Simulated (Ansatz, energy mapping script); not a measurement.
## LiNiS2 in the alpha-NaFeO2 structure: energy mapping under PBEsol

Wanted: the magnetic order of LiNiS2 in the alpha-NaFeO2 structure, its couplings and an estimate of its ordering temperature, by PBEsol.

Main program and level: Ansatz 0.2.0; PBEsol; plane waves, collinear spin, no spin–orbit coupling.

In doubt: warnings of the run leave room for a lower electronic state (step 5), so energies may not be the lowest and differences between runs may mislead.

**1. The structure**

Symmetry: R-3m, No. 166, trigonal system. The conventional cell has a = 3.421 Å, b = 3.421 Å, c = 17.313 Å, α = 90.00°, β = 90.00°, γ = 120.00°. Li has 6 S at 2.53 Å nearest. Ni has 6 S at 2.37 Å nearest. Nearest to S lie 3 Ni at 2.37 Å and 3 Li at 2.53 Å. alpha-NaFeO2 prototype, lattice guessed from radii. Farther neighbours and most contacts between anions are not listed.

Coordinates:

```cif
data_structure
_symmetry_space_group_name_H-M 'R-3m:H'
_symmetry_Int_Tables_number 166
_cell_length_a 3.4211
_cell_length_b 3.4211
_cell_length_c 17.3132
_cell_angle_alpha 90.000
_cell_angle_beta 90.000
_cell_angle_gamma 120.000
_cell_volume 175.48
loop_
_atom_site_label
_atom_site_type_symbol
_atom_site_symmetry_multiplicity
_atom_site_Wyckoff_symbol
_atom_site_fract_x
_atom_site_fract_y
_atom_site_fract_z
_atom_site_occupancy
Li1 Li 3 a 0.00000 0.00000 0.00000 1
Ni1 Ni 3 b 0.66667 0.33333 0.83333 1
S1 S 6 c 0.33333 0.66667 0.90879 1
```

This cell was built for the study (alpha-NaFeO2 prototype, lattice guessed from radii), not taken from an experiment; the compound need not form in this structure.

The cell was relaxed beforehand in Ansatz under PBE with U = 6 eV on Ni d, ortho-atomic projectors, D3(BJ) dispersion, from parallel moments.

A plain semilocal functional is the cheapest rung. It tends to spread open shells too far.

**2. Parallel start in cell A (8 atoms)**

The parallel order is the zero of energy for this cell and mesh.

Input file input.yaml:

```yaml
crystal:
  lattice:
    - [-1.710547538, 2.962755245, 0.0]
    - [-5.131642614, -2.962755245, 0.0]
    - [1.710547538, 0.987585082, 5.771054402]
  atoms:
    - { symbol: Li, position: [0.5, 0.5, 0.0] }
    - { symbol: Li, position: [0.0, 0.0, 0.0] }
    - { symbol: Ni, position: [0.5, 0.0, 0.5], spin: 2.0 }
    - { symbol: Ni, position: [0.0, 0.5, 0.5], spin: 2.0 }
    - { symbol: S, position: [0.5, 0.742126947, 0.726380841] }
    - { symbol: S, position: [0.0, 0.242126947, 0.726380841] }
    - { symbol: S, position: [0.5, 0.257873053, 0.273619159] }
    - { symbol: S, position: [0.0, 0.757873053, 0.273619159] }
magnetization:
  spin_polarized: true
kpoints:
  mp_grid: { grid: [11, 7, 6] }
hamiltonian:
  xc: pbesol
scf:
  occupations: { method: fermi_dirac, width: 0.05 }
output:
  eigenvalues: true
```

On the command line:

```console
ansatz run input.yaml --threads 4 --pin off --max-ram 8192MiB --backend cpu --events-out ev --progress --plain --runs-dir out
```

Numbers of over 12 decimals in the logs are rounded to 6 here.

The program printed:

```text
Engine: ansatz 0.2.0, aarch64-unknown-linux-gnu
Pseudopotentials: kind: paw
Pseudopotential: Li, paw, valence charge 3, recommended cutoff 420 eV (normal), Li.paw.azcp
Pseudopotential: Ni, paw, valence charge 18, recommended cutoff 420 eV (normal), Ni.paw.azcp
Pseudopotential: S, paw, valence charge 6, recommended cutoff 420 eV (normal), S.paw.azcp
Functional definition: PBEsol
  exchange = pbesol_x
  correlation = pbesol_c
Crystal: 8 atoms, lattice volume = 116.989 Å³
Basis set: ecut = 420 eV, 2283 PW (Γ)
Bands: 43, of which v1, the nominal top of the filled ones, is band 33 counted from 1 (32 counted from 0)
Symmetry: 8 space group operations
Space group: R-3m (ITA 166), of the structure as read, at distance tolerance 4.9e-5 Å
Magnetic group: BNS 166.97 (UNI 1327), of the structure as read, at distance tolerance 4.9e-5 Å
k-points: 132 of 462
Non-local potential: Li, projectors of the file, l = 0: 3, l = 1: 2, l = 2: 1
Non-local potential: Ni, projectors of the file, l = 0: 3, l = 1: 2, l = 2: 3, l = 3: 1
Non-local potential: S, projectors of the file, l = 0: 2, l = 1: 2, l = 2: 2
PAW form: soft (Blöchl's): semilocal exchange-correlation on the pseudo side does not see the compensation charge
PAW frozen core: Ni, regenerated for the run's functional, and the local potential with it (the file was generated under x = pbe(κ = 0.804, μ = 0.219515), c = pbe(β = 0.066725))
PAW frozen core: S, regenerated for the run's functional, and the local potential with it (the file was generated under x = pbe(κ = 0.804, μ = 0.219515), c = pbe(β = 0.066725))
PAW one-centre angular grid: Li, 110 points (default); XC on 64 Gauss nodes
PAW one-centre angular grid: Ni, 590 points (default); XC on 64 Gauss nodes
PAW one-centre angular grid: S, 110 points (default); XC on 64 Gauss nodes
Initial density: superposition of atomic densities (chi_scale 0.1, normalization cell, long waves kept (reshape's long-wave potential 0.01 eV rms))
Starting moments: Σ|m| = 4 μB on 2 of 8 sites
Initial wavefunctions: pseudopotential atomic-orbital guess
Functional: x = pbesol(κ = 0.804, μ = 0.123457), c = pbesol(β = 0.046)
SCF iter   1: F=—  HF=-15558.610111 eV  |F-HF|=—  |Δ(HF+E_count)|=         —  Δρ=1.41e-1 (↑3.71e-2 ↓1.41e-1)  dr2=1.06e1  dr2_m=7.83e0  M=1.291 μB ∫|m|=1.328 μB  β_m=0.30  ethr=3.10e-3  ⟨swp⟩=7.6  Hψ=45092  notcnv=0  defer=73
Mixer restart at iter 1: flushing history
preconditioner: auto → Kerker (q_TF=auto, 2.480 Å⁻¹)  [metal: Δε(μ)=0.001 eV  Ē_g=8.903 eV  σ=0.050 eV  W_gap=0.00  n_scr=30 (ndim 8)  ℏωp=23.3 eV  f_vac=0.000  D(μ)=5.13/eV (n_scr^D=44)]
spin=Collinear: Kerker preconditioning applied to the charge; magnetization (m = ρ↑ − ρ↓) channel mixes plain (no charge-response kernel on spin).
SCF iter   2: F=—  HF=-15560.073363 eV  |F-HF|=—  |Δ(HF+E_count)|=    1.46e0  Δρ=6.04e-2 (↑4.50e-2 ↓6.04e-2)  dr2=7.26e-1  dr2_m=2.69e0  M=1.718 μB ∫|m|=1.767 μB  β_m=0.41  ethr=3.10e-3  ⟨swp⟩=2.9  Hψ=24649  notcnv=0  defer=615
SCF iter   3: F=—  HF=-15560.321554 eV  |F-HF|=—  |Δ(HF+E_count)|=   2.48e-1  Δρ=5.29e-2 (↑1.35e-2 ↓5.29e-2)  dr2=1.91e0  dr2_m=1.10e0  M=1.498 μB ∫|m|=1.555 μB  β_m=0.46  ethr=1.10e-3  ⟨swp⟩=2.1  Hψ=19749  notcnv=0  defer=611
SCF iter   4: F=—  HF=-15560.561443 eV  |F-HF|=—  |Δ(HF+E_count)|=   2.40e-1  Δρ=5.25e-3 (↑5.25e-3 ↓3.65e-3)  dr2=4.98e-2  dr2_m=6.46e-3  M=1.598 μB ∫|m|=1.663 μB  β_m=0.73  ethr=1.10e-3  ⟨swp⟩=3.0  Hψ=19918  notcnv=0  defer=611
SCF iter   5: F=—  HF=-15560.554639 eV  |F-HF|=—  |Δ(HF+E_count)|=   6.80e-3  Δρ=4.49e-3 (↑9.61e-4 ↓4.49e-3)  dr2=1.53e-2  dr2_m=6.08e-3  M=1.616 μB ∫|m|=1.676 μB  β_m=0.77  ethr=7.55e-5  ⟨swp⟩=2.0  Hψ=19236  notcnv=0  defer=625
SCF iter   6: F=—  HF=-15560.560513 eV  |F-HF|=—  |Δ(HF+E_count)|=   5.87e-3  Δρ=2.10e-3 (↑4.25e-4 ↓2.10e-3)  dr2=3.56e-3  dr2_m=1.30e-3  M=1.637 μB ∫|m|=1.698 μB  β_m=0.88  ethr=2.31e-5  ⟨swp⟩=2.0  Hψ=14550  notcnv=0  defer=624
SCF iter   7: F=—  HF=-15560.560740 eV  |F-HF|=—  |Δ(HF+E_count)|=   2.27e-4  Δρ=4.31e-4 (↑4.31e-4 ↓1.39e-4)  dr2=3.03e-4  dr2_m=3.29e-5  M=1.648 μB ∫|m|=1.711 μB  β_m=0.94  ethr=5.39e-6  ⟨swp⟩=2.1  Hψ=16167  notcnv=0  defer=625
SCF iter   8: F=—  HF=-15560.560732 eV  |F-HF|=—  |Δ(HF+E_count)|=   7.48e-6  Δρ=7.73e-5 (↑7.73e-5 ↓4.33e-5)  dr2=2.11e-6  dr2_m=3.65e-6  M=1.658 μB ∫|m|=1.723 μB  β_m=0.93  ethr=4.59e-7  ⟨swp⟩=1.8  Hψ=13280  notcnv=0  defer=625
SCF iter   9: F=—  HF=-15560.560733 eV  |F-HF|=—  |Δ(HF+E_count)|=   1.33e-7  Δρ=4.50e-5 (↑7.95e-6 ↓4.50e-5)  dr2=1.43e-6  dr2_m=6.77e-7  M=1.660 μB ∫|m|=1.726 μB  β_m=0.96  ethr=3.20e-9  ⟨swp⟩=2.1  Hψ=18629  notcnv=0  defer=625
SCF iter  10: F=—  HF=-15560.560732 eV  |F-HF|=—  |Δ(HF+E_count)|=   1.71e-7  Δρ=4.31e-6 (↑4.15e-6 ↓4.31e-6)  dr2=2.68e-8  dr2_m=1.18e-8  M=1.661 μB ∫|m|=1.726 μB  β_m=0.94  ethr=2.17e-9  ⟨swp⟩=1.9  Hψ=13749  notcnv=0  defer=625
SCF iter  11: F=-15560.560732 eV  HF=-15560.560732 eV  |F-HF|=3.23e-9  |Δ(HF+E_count)|=   8.43e-9  Δρ=1.68e-6 (↑7.54e-7 ↓1.68e-6)  dr2=7.17e-9  dr2_m=3.51e-10  M=1.661 μB ∫|m|=1.726 μB  ethr=4.06e-11  ⟨swp⟩=8.5  Hψ=42647  notcnv=0
SCF 1 converged in 11 iterations: F = -15560.560732 eV  dr2 = 7.17e-9
  greatest PAW one-centre occupation: 1.001 electrons in one spin orbital (limit 2), on the Ni atom at site 3 (counted from 0), in its partial waves of l = 1
SCF converged after 11 iterations
Magnetization: 1.6606 μB (33.8303 up, 32.1697 down)
Absolute magnetization: 1.7260 μB (∫|ρ↑−ρ↓|, with the PAW one-centre terms)
Spin contamination: 0.0286 ħ² per cell (⟨S²⟩ above its minimum at these occupations)
Per-site moments (μB) at R_I (Å): [(0.028492, 1.043125), (0.028492, 1.043125), (0.576610, 0.976861), (0.576610, 0.976861), (0.065994, 0.976861), (0.065994, 0.976861), (0.065994, 0.976861), (0.065994, 0.976861)]
Free energy (F): -15560.560732 eV
Harris-Foulkes:  -15560.560732 eV  (|F-HF|=3.23e-9)
Internal energy: -15560.523939 eV  (E = F + TS)
E sigma→0 (E₀):  -15560.542335 eV
Entropy (-TS):   -0.036794 eV (-4.599 meV/atom)
Fermi energy:    8.337213 eV
--- Per-component energies (eV) ---
  E_band       = -1022.452183
  E_kinetic    = 1030.738421
  E_local      = -11623.712746  (includes V_loc(G=0)·N_el)
  E_nonlocal   = 1323.740075
  E_hartree    = 4965.675045
  E_xc         = -573.166743
  E_vxc        = -593.829504  (∫ρ·V_xc dr)
  E_paw        = -5566.237666  (= ΣΔE_a)
  E_vpaw       = -1090.733610  (= ΣTr[D̂ρ^β])
  E_aug_tail   = 0.000938  (compensation charges beyond the density's cutoff)
  E_ewald      = -5118.203638
  E_core_change = 0.642375  (= ΣΔE_core)
  E_smearing   = -0.036794  (= −TS)
  E_closure    = -0.000000  (closes the sum)
  Σ components = -15560.560732   (vs F -15560.560732, Δ=0.00e0)
--- Band table (eV; the first three rows and the last of 264) ---
  k-point 0 ↑: bands = [... 29 lower, 7.5745, 7.8200, 7.8202, 9.0376, 9.0552, 9.1452, 9.1453, 11.8826, ... 6 higher]
  k-point 1 ↑: bands = [... 29 lower, 7.2635, 7.7871, 7.7874, 8.7276, 8.8998, 9.1647, 9.1647, 12.0364, ... 6 higher]
  k-point 2 ↑: bands = [... 29 lower, 6.8646, 7.7240, 7.7243, 8.1958, 8.6274, 9.2009, 9.2009, 12.2964, ... 6 higher]
  k-point 131 ↓: bands = [... 29 lower, 6.8499, 6.9935, 6.9946, 8.7760, 8.9918, 9.0768, 9.1237, 12.5367, ... 6 higher]
```

Run time: 26 s. Hardware: 4 threads of Arm Neoverse V1, shared host; peak memory 1.1 GiB; 1.7 min of CPU time.

The column dr2 measures how far the density is from self-consistency, as an energy; F and HF (Harris–Foulkes) agree once it is small.

Spin moment in the sphere by atom:

```
atom  spin moment in the sphere (μB)
 Li1                           0.028
 Li2                           0.028
 Ni3                           0.577
 Ni4                           0.577
  S5                           0.066
  S6                           0.066
  S7                           0.066
  S8                           0.066
```

The run ends ferromagnetic.

**3. Run 2 (compensated +−; cell A, 8 atoms)**

This order reverses 4 of the 6 neighbours at 3.42 Å and 4 of the 6 neighbours at 6.10 Å, counted for an average magnetic atom.

input.yaml, as its differences from that of step 2:

```diff
@@ -9,3 +9,3 @@
     - { symbol: Ni, position: [0.5, 0.0, 0.5], spin: 2.0 }
-    - { symbol: Ni, position: [0.0, 0.5, 0.5], spin: 2.0 }
+    - { symbol: Ni, position: [0.0, 0.5, 0.5], spin: -2.0 }
     - { symbol: S, position: [0.5, 0.742126947, 0.726380841] }
```

The program printed:

```text
[...]
Crystal: 8 atoms, lattice volume = 116.989 Å³
Basis set: ecut = 420 eV, 2283 PW (Γ)
Bands: 43, of which v1, the nominal top of the filled ones, is band 33 counted from 1 (32 counted from 0)
Symmetry: 4 space group operations
[...]
k-points: 132 of 462
[...]
Starting moments: Σ|m| = 4 μB on 2 of 8 sites
Starting magnetic order: antiferromagnet; a translation exchanges its spin sublattices: spin-degenerate at every k-point
[...]
SCF iter   1: F=—  HF=-15558.627568 eV  |F-HF|=—  |Δ(HF+E_count)|=         —  Δρ=1.07e-1 (↑1.07e-1 ↓1.07e-1)  dr2=1.08e1  dr2_m=8.71e0  M=0.000 μB ∫|m|=1.096 μB  β_m=0.30  ethr=3.10e-3  ⟨swp⟩=7.6  Hψ=22658  notcnv=0  defer=40
[...]
SCF iter  14: F=-15560.537091 eV  HF=-15560.537091 eV  |F-HF|=5.33e-9  |Δ(HF+E_count)|=  5.68e-10  Δρ=1.18e-6 (↑1.18e-6 ↓1.18e-6)  dr2=5.61e-9  dr2_m=1.78e-10  M=0.000 μB ∫|m|=0.904 μB  ethr=2.17e-12  ⟨swp⟩=9.2  Hψ=17960  notcnv=0
SCF 1 converged in 14 iterations: F = -15560.537091 eV  dr2 = 5.61e-9
[...]
Starting moments: Σ|m| = 4 μB on 2 of 8 sites; this step starts from the density that it was given
[...]
the translation (0.5, 0.5, 0) carries every atom to within crystal.symmetry.tolerance of an atom of its element with the starting moment reversed, but both spin channels are solved: the run starts from a saved state that isn't shown to keep it, or this solve from the single point that its walk made first
[...]
SCF 2 converged in 7 iterations: F = -15560.560732 eV  dr2 = 6.88e-9
[...]
this SCF's setup event announced max_iter 4: a cap that the engine derives, which gives way to 179 iterations because this look along open shells stands lower than the state that it set out from. From here on the SCF can send more iterations than it announced.
[...]
SCF 3 converged in 8 iterations: F = -15560.560732 eV  dr2 = 5.08e-9
[...]
SCF 4 converged in 3 iterations: F = -15560.560732 eV  dr2 = 6.61e-9
WARN: the starting moments were not kept: 1 of 2 ended reversed and 1 kept their direction, counting a site from 0.1 of the cell's largest site moment. The largest reversed, site 3 (counted from 0, in the order of the report's site_moments_mub), started with -2.0 μB and closes at +5.8e-1 μB in its sphere. The starting moments cancel, and the net magnetisation is 1.7e0 μB in size, over 0.1 of its absolute magnetisatio [...]
SCF converged after 3 iterations
an eigenvalue changed by more than its tolerance at an iteration that met the thresholds in force, so the SCF went on 1 time: the last check found none over its tolerance
Magnetization: 1.6605 μB (33.8303 up, 32.1697 down)
Absolute magnetization: 1.7259 μB (∫|ρ↑−ρ↓|, with the PAW one-centre terms)
[...]
Per-site moments (μB) at R_I (Å): [(0.028492, 1.043125), (0.028489, 1.043125), (0.576610, 0.976861), (0.576557, 0.976861), (0.065992, 0.976861), (0.065994, 0.976861), (0.065992, 0.976861), (0.065994, 0.976861)]
Free energy (F): -15560.560732 eV
[...]
Internal energy: -15560.523936 eV  (E = F + TS)
E sigma→0 (E₀):  -15560.542334 eV
Entropy (-TS):   -0.036796 eV (-4.599 meV/atom)
Fermi energy:    8.337220 eV
[...]
--- Band table (eV; the first three rows and the last of 264) ---
  k-point 0 ↑: bands = [... 29 lower, 7.5745, 7.8200, 7.8202, 9.0376, 9.0552, 9.1453, 9.1453, 11.8826, ... 6 higher]
  k-point 1 ↑: bands = [... 29 lower, 7.2635, 7.7871, 7.7873, 8.7277, 8.8999, 9.1647, 9.1647, 12.0364, ... 6 higher]
  k-point 2 ↑: bands = [... 29 lower, 6.8646, 7.7240, 7.7242, 8.1958, 8.6274, 9.2009, 9.2009, 12.2964, ... 6 higher]
  k-point 131 ↓: bands = [... 29 lower, 6.8499, 6.9935, 6.9946, 8.7760, 8.9918, 9.0768, 9.1237, 12.5366, ... 6 higher]
```

Elapsed: 5.5 min, on 4 threads; peak memory 3 GiB.

Spin moment in the sphere by atom:

| atom | spin moment in the sphere (μB) |
| --- | --- |
| Li1 | 0.028 |
| Li2 | 0.028 |
| Ni3 | 0.577 |
| Ni4 | 0.577 |
| S5 | 0.066 |
| S6 | 0.066 |
| S7 | 0.066 |
| S8 | 0.066 |

The run ends ferromagnetic, not as typed: a moment turned or collapsed in the SCF or in the program's search for a lower state.

**4. Order 3: parallel, cell B of 12 atoms**

A new cell needs its own zero of energy.

Input file input.yaml:

```yaml
crystal:
  lattice:
    - [-3.421095076, 0.0, 0.0]
    - [0.0, -3.950340327, -5.771054402]
    - [1.710547538, -4.937925408, 5.771054402]
  atoms:
    - { symbol: Li, position: [0.333333333, 0.666666667, 0.666666667] }
    - { symbol: Li, position: [0.666666667, 0.333333333, 0.333333333] }
    - { symbol: Li, position: [0.0, 0.0, 0.0] }
    - { symbol: Ni, position: [0.666666667, 0.833333333, 0.333333333], spin: 2.0 }
    - { symbol: Ni, position: [0.0, 0.5, 0.0], spin: 2.0 }
    - { symbol: Ni, position: [0.333333333, 0.166666667, 0.666666667], spin: 2.0 }
    - { symbol: S, position: [0.494751298, 0.263121755, 0.989502596] }
    - { symbol: S, position: [0.828084631, 0.929788422, 0.656169263] }
    - { symbol: S, position: [0.161417965, 0.596455088, 0.322835929] }
    - { symbol: S, position: [0.838582035, 0.403544912, 0.677164071] }
    - { symbol: S, position: [0.171915369, 0.070211578, 0.343830737] }
    - { symbol: S, position: [0.505248702, 0.736878245, 0.010497404] }
magnetization:
  spin_polarized: true
kpoints:
  mp_grid: { grid: [11, 6, 11] }
hamiltonian:
  xc: pbesol
scf:
  occupations: { method: fermi_dirac, width: 0.05 }
output:
  eigenvalues: true
```

The program printed:

```text
[...]
Crystal: 12 atoms, lattice volume = 175.484 Å³
Basis set: ecut = 420 eV, 3401 PW (Γ)
Bands: 65, of which v1, the nominal top of the filled ones, is band 50 counted from 1 (49 counted from 0)
Symmetry: 12 space group operations
[...]
k-points: 204 of 726
[...]
Starting moments: Σ|m| = 6 μB on 3 of 12 sites
[...]
k-point 0 ↑: bands = [... 46 lower, 7.8077, 7.8077, 7.8199, 7.8203, 8.9195, 8.9195, 9.1455, 9.1455, ... 11 higher]
  k-point 1 ↑: bands = [... 46 lower, 7.6606, 7.7783, 7.8114, 8.0366, 8.8980, 8.9471, 9.0773, 9.1358, ... 11 higher]
  k-point 2 ↑: bands = [... 46 lower, 7.6147, 7.6888, 7.7850, 8.3197, 8.8863, 8.8999, 8.9768, 9.1083, ... 11 higher]
  k-point 203 ↓: bands = [... 46 lower, 7.1373, 7.2048, 8.5326, 8.5738, 8.5800, 8.6356, 8.9454, 8.9887, ... 11 higher]
[key lines of the parts left out:]
SCF converged after 11 iterations
Magnetization: 2.4886 μB (50.7443 up, 48.2557 down)
Free energy (F): -23340.841726 eV
Fermi energy:    8.336999 eV
```

Wall time 2 min (4 threads); peak memory 2.8 GiB; 7.1 min of CPU time.

The run ends ferromagnetic. For each magnetic atom its energy differs from the parallel run of the first cell by -0.28 meV, an error that one common reference would have brought in.

**5. Run 4 (uncompensated ++−; cell B, 12 atoms)**

This order reverses 2.67 of the 6 neighbours at 3.42 Å and 4 of the 6 neighbours at 6.10 Å, counted for an average magnetic atom.

input.yaml, as its differences from that of step 4:

```diff
@@ -11,3 +11,3 @@
     - { symbol: Ni, position: [0.0, 0.5, 0.0], spin: 2.0 }
-    - { symbol: Ni, position: [0.333333333, 0.166666667, 0.666666667], spin: 2.0 }
+    - { symbol: Ni, position: [0.333333333, 0.166666667, 0.666666667], spin: -2.0 }
     - { symbol: S, position: [0.494751298, 0.263121755, 0.989502596] }
```

The program printed:

```text
[...]
Crystal: 12 atoms, lattice volume = 175.484 Å³
Basis set: ecut = 420 eV, 3401 PW (Γ)
Bands: 65, of which v1, the nominal top of the filled ones, is band 50 counted from 1 (49 counted from 0)
Symmetry: 4 space group operations
[...]
k-points: 204 of 726
[...]
Starting moments: Σ|m| = 6 μB on 3 of 12 sites
[...]
k-point 0 ↑: bands = [... 46 lower, 7.8466, 7.8482, 7.8931, 8.2062, 8.9684, 9.1009, 9.3328, 9.4213, ... 11 higher]
  k-point 1 ↑: bands = [... 46 lower, 7.8099, 7.8409, 7.8571, 8.3154, 8.9679, 9.1018, 9.2687, 9.4173, ... 11 higher]
  k-point 2 ↑: bands = [... 46 lower, 7.7348, 7.8189, 7.8410, 8.5395, 8.9683, 9.1017, 9.1102, 9.4074, ... 11 higher]
  k-point 203 ↓: bands = [... 46 lower, 7.0583, 7.1514, 8.1124, 8.2124, 8.4905, 8.5451, 8.8068, 8.8768, ... 11 higher]
[key lines of the parts left out:]
SCF converged after 17 iterations
Magnetization: 0.6414 μB (49.8207 up, 49.1793 down)
Free energy (F): -23340.825660 eV
Fermi energy:    8.313826 eV
```

The job ended after 2.6 min (4 threads; peak memory 2.8 GiB; 10 min of CPU time).

The run ends ferrimagnetic, 7.04 meV a magnetic atom above the parallel order of its cell (energies taken at zero occupation width, not the printed F).

[end of part 1 of 2]

[Logs and program files are shortened in this print: banners, set-up blocks, solver, clock and traceback lines can be left out without a mark of their own.]

[Logs are printed without paths, hosts, clocks, repeated set-up lines and the standing remarks that a program may print on its own settings, such as how far it seeks lower states.]

[Hosts, paths, dates, database ids (printed as entryN), source tags and the programs' standing remarks are cut or masked in the printed files.]

[Where a cell is said to come from a database of computed structures, the database is the Materials Project.]
